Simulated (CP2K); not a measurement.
# Hf (Im-3m) in CP2K: further runs

Aim: see how the results for Hf move with the level of theory and the settings. Levels: RPBE, PBEsol. Tasks: single point.

All numbers are computed with CP2K 2026.2; they aren't measurements. Logs are shortened: lines on timing, memory, paths and dates and some standing lists are left out, and cuts for length are marked.

### Step 1. The structure

It takes space group Im-3m (No. 229, cubic). The conventional cell has a = 3.610 Å, b = 3.610 Å, c = 3.610 Å, α = 90.00°, β = 90.00°, γ = 90.00°. Hf (site symmetry m-3m) has 8 Hf at 3.13 Å as nearest neighbours.

This isn't the form of Hf at room conditions, which is hcp.

### Step 2. Single point, RPBE

Input file hf_scf.inp:

```
&GLOBAL
  PROJECT hf_scf
  RUN_TYPE ENERGY_FORCE
  PRINT_LEVEL LOW
&END GLOBAL
&FORCE_EVAL
  METHOD QS
  STRESS_TENSOR ANALYTICAL
  &DFT
    BASIS_SET_FILE_NAME BASIS_MOLOPT_UZH
    POTENTIAL_FILE_NAME POTENTIAL_UZH
    &MGRID
      CUTOFF 450
      REL_CUTOFF 60
      NGRIDS 5
    &END MGRID
    &QS
      METHOD GPW
      EPS_DEFAULT 1.0E-10
    &END QS
    &KPOINTS
      SCHEME MONKHORST-PACK 10 10 10
      GAMMA_CENTERED T
      SYMMETRY T
      SYMMETRY_BACKEND SPGLIB
    &END KPOINTS
    &SCF
      SCF_GUESS ATOMIC
      EPS_SCF 1.0E-6
      MAX_SCF 100
      ADDED_MOS 11
      CHOLESKY OFF
      EPS_EIGVAL 1.0E-7
      &DIAGONALIZATION ON
        ALGORITHM STANDARD
      &END DIAGONALIZATION
      &MIXING ON
        METHOD BROYDEN_MIXING
        ALPHA 0.4
        BETA 1.5
        NBUFFER 8
      &END MIXING
      &SMEAR ON
        METHOD GAUSSIAN
        SIGMA [eV] 0.1
      &END SMEAR
    &END SCF
    &XC
      &XC_FUNCTIONAL
        &GGA_X_RPBE
        &END GGA_X_RPBE
        &GGA_C_PBE
        &END GGA_C_PBE
      &END XC_FUNCTIONAL
    &END XC
    &PRINT
      &KPOINTS ON
      &END KPOINTS
      &MULLIKEN ON
      &END MULLIKEN
      &MO ON
        ENERGIES T
        OCCUPATION_NUMBERS T
        &EACH
          QS_SCF 0
        &END EACH
        ADD_LAST NUMERIC
      &END MO
    &END PRINT
  &END DFT
  &SUBSYS
    &CELL
      A 3.1263517077 0.0000000000 0.0000000000
      B -1.0421172359 2.9475526571 0.0000000000
      C -1.0421172359 -1.4737763286 2.5526554801
      PERIODIC XYZ
    &END CELL
    &COORD
      Hf  0.0000000000 0.0000000000 0.0000000000
    &END COORD
    &KIND Hf
      BASIS_SET TZVP-MOLOPT-PBE-GTH-q12
      POTENTIAL GTH-PBE-q12
    &END KIND
    &PRINT
      &ATOMIC_COORDINATES ON
      &END ATOMIC_COORDINATES
      &CELL ON
      &END CELL
    &END PRINT
  &END SUBSYS
  &PRINT
    &FORCES ON
    &END FORCES
    &STRESS_TENSOR ON
    &END STRESS_TENSOR
  &END PRINT
&END FORCE_EVAL
```

Potentials or basis: POTENTIAL_UZH Hf GTH-PBE-q12; TZVP-MOLOPT-PBE-GTH basis.

The run is started by

```
> OMP_NUM_THREADS=1 cp2k.psmp -i hf_scf.inp -o hf_scf.out
```

hf_scf.out:

```text

 CP2K| version string:                                       CP2K version 2026.2
 CP2K| Input file name                                                hf_scf.inp

 GLOBAL| Force Environment number                                              1
 GLOBAL| Basis set file name                                    BASIS_MOLOPT_UZH
 GLOBAL| Potential file name                                       POTENTIAL_UZH
 GLOBAL| MM Potential file name                                     MM_POTENTIAL
 GLOBAL| Coordinate file name                                      __STD_INPUT__
 GLOBAL| Method name                                                        CP2K
 GLOBAL| Project name                                                     hf_scf
 GLOBAL| Run type                                                   ENERGY_FORCE
 GLOBAL| FFT library                                                       FFTW3
[... 8 lines left out ...]
 GLOBAL| CPU model name                                                  UNKNOWN

 CELL| Volume [angstrom^3]:                                            23.522941
 CELL| Vector a [angstrom]:       3.126     0.000     0.000   |a| =     3.126352
 CELL| Vector b [angstrom]:      -1.042     2.948     0.000   |b| =     3.126352
 CELL| Vector c [angstrom]:      -1.042    -1.474     2.553   |c| =     3.126352
 CELL| Angle (b,c), alpha [degree]:                                   109.471221
 CELL| Angle (a,c), beta  [degree]:                                   109.471221
 CELL| Angle (a,b), gamma [degree]:                                   109.471221
 CELL| Numerically orthorhombic:                                              NO
 CELL| Periodicity                                                           XYZ

 CELL_REF| Volume [angstrom^3]:                                        23.522941
 CELL_REF| Vector a [angstrom     3.126     0.000     0.000   |a| =     3.126352
 CELL_REF| Vector b [angstrom    -1.042     2.948     0.000   |b| =     3.126352
 CELL_REF| Vector c [angstrom    -1.042    -1.474     2.553   |c| =     3.126352
 CELL_REF| Angle (b,c), alpha [degree]:                               109.471221
 CELL_REF| Angle (a,c), beta  [degree]:                               109.471221
 CELL_REF| Angle (a,b), gamma [degree]:                               109.471221
 CELL_REF| Numerically orthorhombic:                                          NO
 CELL_REF| Periodicity                                                       XYZ
[... 9 lines left out ...]
 TOTAL NUMBERS AND MAXIMUM NUMBERS

  Total number of            - Atomic kinds:                                   1
                             - Atoms:                                          1
                             - Shell sets:                                     1
                             - Shells:                                        11
                             - Primitive Cartesian functions:                  5
                             - Cartesian basis functions:                     41
                             - Spherical basis functions:                     35

  Maximum angular momentum of- Orbital basis functions:                        3
                             - Local part of the GTH pseudopotential:          2
                             - Non-local part of the GTH pseudopotential:      4

 MODULE QUICKSTEP: ATOMIC COORDINATES IN ANGSTROM

   Atom Kind Element         X             Y             Z       Z(eff)     Mass
      1    1 Hf   72      0.000000      0.000000      0.000000  12.0000 178.4900

 SCF PARAMETERS         Density guess:                                    ATOMIC
                        --------------------------------------------------------
                        max_scf:                                             100
[... 7 lines left out ...]
                        --------------------------------------------------------
                        level_shift [a.u.]:                             0.000000
                        added MOs                                        11    0
                        --------------------------------------------------------
                        Mixing method:                            BROYDEN_MIXING
                                                charge density mixing in g-space
                        --------------------------------------------------------
                        Smear method:                                   GAUSSIAN
                        Smearing width (sigma) [a.u.]:                  3.67E-03
                        Accuracy threshold:                             1.00E-10
                        --------------------------------------------------------
                        No outer SCF

 *******************************************************************************
                                    Kpoints
 *******************************************************************************
 BRILLOUIN| K-point scheme                                        Monkhorst-Pack
 BRILLOUIN| K-Point grid                                            10   10   10
 BRILLOUIN| Gamma-centered k-point mesh                                     ON
 BRILLOUIN| K-point symmetry accuracy                               0.100000E-05
 BRILLOUIN| K-Point point group symmetrization                                ON
 BRILLOUIN| Symmetry backend                                             SPGLIB
 BRILLOUIN| Symmetry reduction method                                    SPGLIB
 BRILLOUIN| Wavefunction type                                            COMPLEX
 BRILLOUIN| List of Kpoints [2 Pi/Bohr]                                       47
 BRILLOUIN| Number           Weight            X              Y              Z
 BRILLOUIN|     1           0.00800       -0.40000       -0.40000       -0.40000
 BRILLOUIN|     2           0.02400       -0.40000       -0.40000       -0.30000
 BRILLOUIN|     3           0.02400       -0.40000       -0.40000       -0.20000
 BRILLOUIN|     4           0.01200       -0.40000       -0.40000       -0.10000
 BRILLOUIN|     5           0.02400       -0.40000       -0.40000        0.30000
 BRILLOUIN|     6           0.00600       -0.40000       -0.40000        0.40000
[... 32 lines left out ...]
 BRILLOUIN|    39           0.01200       -0.20000        0.00000        0.00000
 BRILLOUIN|    40           0.02400       -0.20000        0.00000        0.10000
 [... further k-points ...]
 *******************************************************************************

 Extrapolation method: initial_guess

 Number of electrons:                                                         12
 Number of occupied orbitals:                                                  6
 Number of molecular orbitals:                                                17

 Number of orbital functions:                                                 35
 Number of independent orbital functions:                                     35

 SCF WAVEFUNCTION OPTIMIZATION

  Step     Update method      Time    Convergence         Total energy    Change
  ------------------------------------------------------------------------------
     1 NoMix/Diag. 0.40E+00    5.0     1.29058312       -49.5874889282 -4.96E+01
     2 Broy./Diag. 0.40E+00    3.5     0.04149238       -49.6214709265 -3.40E-02
     3 Broy./Diag. 0.40E+00    3.6     0.13888203       -49.4321720844  1.89E-01
     4 Broy./Diag. 0.40E+00    3.5     0.00261865       -49.3037082208  1.28E-01
     5 Broy./Diag. 0.40E+00    3.5     0.00478579       -49.3057301881 -2.02E-03
     6 Broy./Diag. 0.40E+00    3.5     0.00042752       -49.3049836541  7.47E-04
     7 Broy./Diag. 0.40E+00    3.5     0.00009207       -49.3055861291 -6.02E-04
     8 Broy./Diag. 0.40E+00    3.5     0.00002142       -49.3055542272  3.19E-05
     9 Broy./Diag. 0.40E+00    3.5     0.00001308       -49.3055554343 -1.21E-06
    10 Broy./Diag. 0.40E+00    3.5     0.00000248       -49.3055363313  1.91E-05
    11 Broy./Diag. 0.40E+00    3.6     0.00000214       -49.3055331168  3.21E-06
    12 Broy./Diag. 0.40E+00    3.7     0.00000005       -49.3055319446  1.17E-06

  *** SCF run converged in    12 steps ***

  Electronic density on regular grids:        -12.0000000010       -0.0000000010
  Core density on regular grids:               11.9999999985       -0.0000000015
  Total charge density on r-space grids:       -0.0000000025
  Total charge density g-space grids:          -0.0000000025

  Overlap energy of the core charge distribution:               0.00000000000938
  Self energy of the core charge distribution:                -72.40344086299169
  Core Hamiltonian energy:                                     15.23116735961854
  Hartree energy:                                              13.93340948199140
  Exchange-correlation energy:                                 -6.06632460941098
  Smearing free energy correction:                             -0.00034331383016
  Fermi energy:                                                 0.35057906128674

  Total energy:                                               -49.30553194460867
  Total energy (extrapolated to sigma->0):                    -49.30536028769360

 MO| EIGENVALUES AND OCCUPATION NUMBERS FOR K POINT 1
 MO|
 MO|  Index      Eigenvalue [a.u.]        Eigenvalue [eV]             Occupation
 MO|      1              -1.889395             -51.413057               2.000000
 MO|      2              -0.775504             -21.102524               2.000000
 MO|      3              -0.775504             -21.102524               2.000000
 MO|      4              -0.765286             -20.824503               2.000000
 MO|      5               0.301668               8.208800               2.000000
 MO|      6               0.301668               8.208801               2.000000
[... 9 lines left out ...]
 MO|     16               1.240054              33.743586               0.000000
 MO|     17               1.292675              35.175470               0.000000
 MO| Sum:                                                              12.000032
 MO| E(Fermi):            0.350579 a.u.          9.539741 eV
 MO| Band gap:            0.059715 a.u.          1.624929 eV
[... 286 lines left out ...]
 MO| EIGENVALUES AND OCCUPATION NUMBERS FOR K POINT 14
 MO|
 MO|  Index      Eigenvalue [a.u.]        Eigenvalue [eV]             Occupation
 MO|      1              -1.889859             -51.425692               2.000000
 MO|      2              -0.775698             -21.107828               2.000000
 MO|      3              -0.769232             -20.931871               2.000000
 MO|      4              -0.765245             -20.823365               2.000000
 MO|      5               0.265900               7.235505               2.000000
 MO|      6               0.319961               8.706585               2.000000
[... 9 lines left out ...]
 MO|     16               1.241228              33.775522               0.000000
 MO|     17               1.322137              35.977170               0.000000
 MO| Sum:                                                              12.000000
 MO| E(Fermi):            0.350579 a.u.          9.539741 eV
 MO| Band gap:            0.078418 a.u.          2.133864 eV

 [... the levels of further k-points ...]

 !-----------------------------------------------------------------------------!
                     Mulliken Population Analysis

 #  Atom  Element  Kind  Atomic population                           Net charge
       1     Hf       1         12.000000                              0.000000
 # Total charge                             12.000000                  0.000000

 !-----------------------------------------------------------------------------!

 ENERGY| Total FORCE_EVAL ( QS ) energy [hartree]            -49.305531906679249

 FORCES| Atomic forces [hartree/bohr]
 FORCES|   Atom     x               y               z               |f|
 FORCES|      1 -1.20864890E-12  4.01471022E-13  1.79282317E-12   2.19914212E-12
 FORCES| Sum    -1.20864890E-12  4.01471022E-13  1.79282317E-12
 FORCES| Total atomic force                                       2.19914212E-12

 STRESS| Analytical stress tensor [bar]
 STRESS|                        x                   y                   z
 STRESS|      x       -2.43010733920E+04   2.05062046757E-03   1.06213730815E-01
 STRESS|      y        2.05062046757E-03  -2.43016399980E+04   1.50176195234E-01
 STRESS|      z        1.06213730815E-01   1.50176195234E-01  -2.42994624693E+04
 STRESS| 1/3 Trace                                            -2.43007252864E+04
 STRESS| Determinant                                          -1.43501918297E+13

 STRESS| Eigenvectors and eigenvalues of the analytical stress tensor [bar]
 STRESS|                        1                   2                   3
 STRESS| Eigenvalues  -2.43016503541E+04  -2.43010802590E+04  -2.42994452462E+04
 STRESS|      x           0.009141559416      0.997841327801      0.065031657087
 STRESS|      y           0.997580470153     -0.013582716951      0.068181488460
 STRESS|      z          -0.068917613568     -0.064251025924      0.995551188140
```

It took 53 s on 1 thread of Arm Neoverse V1, shared host; peak memory 0.25 GiB.

Results:

| Quantity | Value |
| --- | --- |
| Free energy | -1341.6718 eV |
| Pressure | -2.4 GPa |
| Band gap on the k mesh | none (metal or under the smearing width) |

Caveat: the potentials were made for another functional, which shifts forces and pressure; the basis of atomic orbitals isn't converged, which shifts pressures, moduli and gaps.

### Step 3. Single point, PBEsol

hf_scf.inp: that of step 2 with these lines changed.

```diff
@@ -14,3 +14,3 @@
       REL_CUTOFF 60
-      NGRIDS 5
+      NGRIDS 4
     &END MGRID
@@ -49,6 +49,6 @@
       &XC_FUNCTIONAL
-        &GGA_X_RPBE
-        &END GGA_X_RPBE
-        &GGA_C_PBE
-        &END GGA_C_PBE
+        &GGA_X_PBE_SOL
+        &END GGA_X_PBE_SOL
+        &GGA_C_PBE_SOL
+        &END GGA_C_PBE_SOL
       &END XC_FUNCTIONAL
@@ -72,5 +72,4 @@
     &CELL
-      A 3.1263517077 0.0000000000 0.0000000000
-      B -1.0421172359 2.9475526571 0.0000000000
-      C -1.0421172359 -1.4737763286 2.5526554801
+      ABC 3.1263517077 3.1263517076 3.1263517077
+      ALPHA_BETA_GAMMA 109.4712206344 109.4712206345 109.4712206350
       PERIODIC XYZ
@@ -89,2 +88,4 @@
       &END CELL
+      &SYMMETRY ON
+      &END SYMMETRY
     &END PRINT
```

Potentials or basis: POTENTIAL_UZH Hf GTH-PBE-q12; TZVP-MOLOPT-PBE-GTH basis.

The run is started by

```
> OMP_NUM_THREADS=1 cp2k.psmp -i hf_scf.inp -o hf_scf.out
```

Wall time 49 s (1 thread of Arm Neoverse V1, shared host); peak memory 0.25 GiB.

Results (log left out):

| Property | Result |
| --- | --- |
| Free energy | -1339.0112 eV |
| Pressure | -8.0 GPa |
| Band gap on the k mesh | none (metal or under the smearing width) |

Levels at points of the mesh, in eV from the Fermi level:
| k point | band 4 | band 5 | band 6 | band 7 | band 8 | band 9 |
| --- | --- | --- | --- | --- | --- | --- |
| (0.00, 0.00, 0.00) | -29.82 | -6.85 | 1.51 | 1.51 | 1.51 | 4.24 |
| (0.00, 0.00, 0.50) | -29.82 | -3.22 | -0.40 | 0.86 | 4.02 | 4.99 |
| (0.50, 0.50, 0.50) | -30.31 | -2.36 | -2.36 | 6.53 | 6.53 | 6.53 |

Caveat: the potentials were made for another functional, which shifts forces and pressure; the basis of atomic orbitals isn't converged, which shifts pressures, moduli and gaps. Spin-orbit coupling is left out, which matters for the levels of Hf.
